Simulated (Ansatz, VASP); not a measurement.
**SiO2 in VASP and in Ansatz**

The input INCAR:

```
  PREC = Accurate
  ENCUT = 520
  EDIFF = 1E-7
  ISMEAR = -1
  SIGMA = 0.03
  LREAL = F
  LASPH = T
  NELM = 100
  ALGO = Normal
  ISIF = 2
  LWAVE = F
  LCHARG = T
  GGA = PE
  LELF = T
  LVHAR = T
  NBANDS = 25
```

KPOINTS

```
Automatic mesh
0
Gamma
  6 6 9
```

Contents of POSCAR:

```
SiO2
1.0
    4.1661196280      0.0000000000      0.0000000000
    0.0000000000      4.1661196280      0.0000000000
    0.0000000000      0.0000000000      2.6588775253
Si O
2 4
Direct
    0.0000000000      0.0000000000      0.0000000000
    0.5000000000      0.5000000000      0.5000000000
    0.3067000000      0.3067000000      0.0000000000
    0.1933000000      0.8067000000      0.5000000000
    0.6933000000      0.6933000000      0.0000000000
    0.8067000000      0.1933000000      0.5000000000
```

Input for Ansatz:

```yaml
crystal:
  lattice:
    - [4.166119628, 0.0, 0.0]
    - [0.0, 4.166119628, 0.0]
    - [0.0, 0.0, 2.6588775253]
  atoms:
    - { symbol: Si, position: [0.0, 0.0, 0.0] }
    - { symbol: Si, position: [0.5, 0.5, 0.5] }
    - { symbol: O, position: [0.3067, 0.3067, 0.0] }
    - { symbol: O, position: [0.1933, 0.8067, 0.5] }
    - { symbol: O, position: [0.6933, 0.6933, 0.0] }
    - { symbol: O, position: [0.8067, 0.1933, 0.5] }
kpoints:
  mp_grid: { grid: [6, 6, 9] }
  band_path:
    path:
      - [0.0, 0.0, 0.0]
      - [0.0, 0.5, 0.0]
      - [0.5, 0.5, 0.0]
      - [0.0, 0.0, 0.0]
      - [0.0, 0.0, 0.5]
      - [0.0, 0.5, 0.5]
      - [0.5, 0.5, 0.5]
      - [0.0, 0.0, 0.5]
      - [0.0, 0.5, 0.0]
    npoints: 5
scf:
  occupations: { method: fermi_dirac, width: 0.03 }
hamiltonian:
  xc: pbe
  pseudopotentials: { kind: all_electron, lapw: { basis_error: 0.001 } }
output:
  forces: true
  stress: true
  eigenvalues: true
```

Change from the starting cell: volume scaled by 0.99.

Alike in both runs: task single point; functional PBE; k mesh 6 × 6 × 9; occupations fermi-dirac, width 0.03 eV; no spin polarisation.

|  | VASP | Ansatz |
| --- | --- | --- |
| version | VASP 6.6.1 | Ansatz 0.2.0 |
| potentials or method | VASP PAW PBE potentials, release 64 (Si, O) | all-electron LAPW, scalar-relativistic |
| plane-wave cutoff (eV) | 520 | see its input |

VASP gave:

| Property | Result |
| --- | --- |
| gap on the k mesh at the Fermi level (eV) | 5.80 |
| pressure (GPa) | 14.6 |
| largest component of the traceless stress (GPa) | 1.40 |
| rms of the force components (eV/Å) | 0.150 |

Question: Which values does Ansatz return?

Answer: gap on the k mesh at the Fermi level (eV): 5.82; pressure (GPa): 14.3; largest component of the traceless stress (GPa): 0.93; rms of the force components (eV/Å): 0.140.

Atom by atom the forces differ by 0.010 eV/Å (rms over components). Ansatz ran all-electron here, so the differences hold the error of VASP's frozen core and of both bases.

Caveats: an odd mesh through Γ misses points on the zone boundary, where band edges often lie.
